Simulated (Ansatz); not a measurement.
A series in temperature on Li

All results are calculated (Ansatz 0.2.0). Harmonic vibrational free energy, entropy and heat capacity at constant volume, per atom, from the force constants of a q mesh, imaginary modes left out; plane waves with PAW datasets, Gamma-centred k mesh.

Structure of every row (space group I4/mmm, No. 139):
```
CELL_PARAMETERS angstrom
6.14280 0.00000 0.00000
0.00000 6.14280 0.00000
0.00000 0.00000 4.29660
ATOMIC_POSITIONS crystal
Li 0.50000 0.74997 0.00000
Li 0.50000 0.25003 0.00000
Li 0.74997 0.50000 0.50000
Li 0.25003 0.50000 0.50000
Li 0.00000 0.75003 0.00000
Li 0.00000 0.24997 0.00000
Li 0.75003 0.00000 0.50000
Li 0.24997 0.00000 0.50000
```

Settings of every row: functional PBE; dispersion none; spin none; wave cutoff 420 eV; k mesh 6x6x10; occupations fermi dirac; smearing width 0.15 eV; pressure 0 GPa; phonon method linear response; q mesh 1x1x2.

Limits: coarse q mesh; image ties in doubt; metal sensitive to the k mesh; the cell comes from a prototype or a list of computed structures and needn't be the stable phase.

```csv
row,temperature (K),phonon heat capacity (kB/atom),phonon entropy (kB/atom),phonon free energy (meV/atom)
1,200,2.426,2.162,25.5
2,300,2.721,3.212,2.1
3,400,2.838,4.013,-29.2
4,500,2.894,4.653,-66.6
5,600,2.926,5.184,-109
6,700,2.945,5.636,-155.7
7,800,2.958,6.03,-206
8,900,2.967,6.379,-259.5
9,1000,?,?,?
```

Question: what phonon heat capacity and phonon entropy should row 9 give?

Worked fit of phonon heat capacity. At high temperature a harmonic heat capacity falls short of its limit by a term in 1/T², so take t = (100 K / T)². The shown rows have t = 0.25, 0.11111, 0.0625, 0.04, 0.02778, 0.02041, 0.01562, 0.01235. Least squares give phonon heat capacity = 2.9993 − 2.6784 × t + 1.542 × t² kB/atom; a straight line predicts inner rows, each left out in turn, worse (root mean square 0.0085 against 0.00048 kB/atom). The rows lie off it by 0.000, 0.000, 0.000, -0.001, 0.000, 0.000, 0.000, 0.001. The constant, 2.9993 kB/atom, is to be held against the harmonic limit of 3 k_B an atom. The withheld row has t = 0.01, so the fit gives 2.9993 − 2.6784 × (0.01) + 1.542 × (0.01)² = 2.973 kB/atom.

The calculation gave 2.973 kB/atom. The fit meets it to the printed digit. This row lies beyond the range of the fit.

Worked fit of phonon entropy. Entropy rises as the heat capacity times the change of ln T, so take t = ln(T / 300 K). The shown rows have t = -0.4055, 0, 0.2877, 0.5108, 0.6931, 0.8473, 0.9808, 1.0986. Least squares give phonon entropy = 3.2256 + 2.7039 × t + 0.15847 × t² kB/atom; a straight line predicts inner rows, each left out in turn, worse (root mean square 0.034 against 0.01 kB/atom). The rows lie off it by 0.007, -0.014, -0.004, 0.005, 0.008, 0.006, 0.000, -0.008 (root mean square 0.0075 kB/atom), a smooth pattern that one more power would take up: the form is only approximate. The slope at t = 0, 2.7 kB/atom, estimates the heat capacity at 300 K. The withheld row has t = 1.204, so the fit gives 3.2256 + 2.7039 × (1.204) + 0.15847 × (1.204)² = 6.711 kB/atom.

The calculation gave 6.692 kB/atom. The fit lies 0.019 kB/atom (0.42 % of the column's range) above it; its largest miss of a shown row is 0.014 kB/atom. This row lies beyond the range of the fit.

The other values of row 9: phonon free energy -315.9 meV/atom.
